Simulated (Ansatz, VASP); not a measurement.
Two plane-wave programs on ZrC

```
Zr C
1.0
     0.00000    2.35021    2.42072
     2.35021    0.00000    2.42072
     2.35021    2.35021    0.00000
Zr C
1 1
Direct
  0.50000 0.50000 0.50000
  0.00000 0.00000 0.00000
```

Change from the starting cell: strain +0.000 along x and y, +0.030 along z, atoms carried along.

Alike in both runs: task single point; functional PBEsol; k mesh 18 × 18 × 18; occupations gaussian, width 0.15 eV; no spin polarisation.

|  | VASP | Ansatz |
| --- | --- | --- |
| version | VASP 6.6.1 | Ansatz 0.2.0 |
| potentials or method | VASP PAW PBE potentials, release 64 (Zr_sv, C) | scalar-relativistic, plane waves, PAW |
| plane-wave cutoff (eV) | 520 | 420 |
| valence electrons in the cell | 16 | 16 |

Ansatz gave:

| Property | Result |
| --- | --- |
| gap on the k mesh at the Fermi level (eV) | none |
| pressure (GPa) | -10.3 |
| largest component of the traceless stress (GPa) | 5.86 |

**Question.** What did VASP give for the same quantities?

**Answer.** gap on the k mesh at the Fermi level (eV): none; pressure (GPa): -9.9; largest component of the traceless stress (GPa): 5.92.

A gap of «none» marks a metal or a gap that the smearing closes.

Caveats: the PAW data sets were made with another functional, which shifts forces and pressure a little (VASP).
